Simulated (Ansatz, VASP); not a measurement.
Two plane-wave programs on AlN

```
CELL_PARAMETERS angstrom
3.26133 0.00000 0.00000
-1.63067 2.82440 0.00000
0.00000 0.00000 3.80402
ATOMIC_POSITIONS crystal
Al 0.33333 0.66667 0.75000
Al 0.66667 0.33333 0.25000
N 0.33333 0.66667 0.25000
N 0.66667 0.33333 0.75000
```

Alike in both runs: task single point; functional PBE; k mesh 9 × 9 × 6; occupations gaussian, width 0.05 eV; no spin polarisation.

```csv
,VASP,Ansatz
version,VASP 6.6.1,Ansatz 0.2.0
potentials or method,"VASP PAW PBE potentials, release 64 (Al, N)","scalar-relativistic, plane waves, PAW"
plane-wave cutoff (eV),520,520
valence electrons in the cell,16,16
```

Ansatz gave:

| Quantity | Value |
| --- | --- |
| gap on the k mesh at the Fermi level (eV) | 4.30 |
| least direct gap on the mesh (eV) | 4.30 |

**Question.** What did VASP give for the same quantities?

**Answer.** gap on the k mesh at the Fermi level (eV): 4.31; least direct gap on the mesh (eV): 4.31.

Caveats: an odd mesh through Γ misses points on the zone boundary, where band edges often lie.
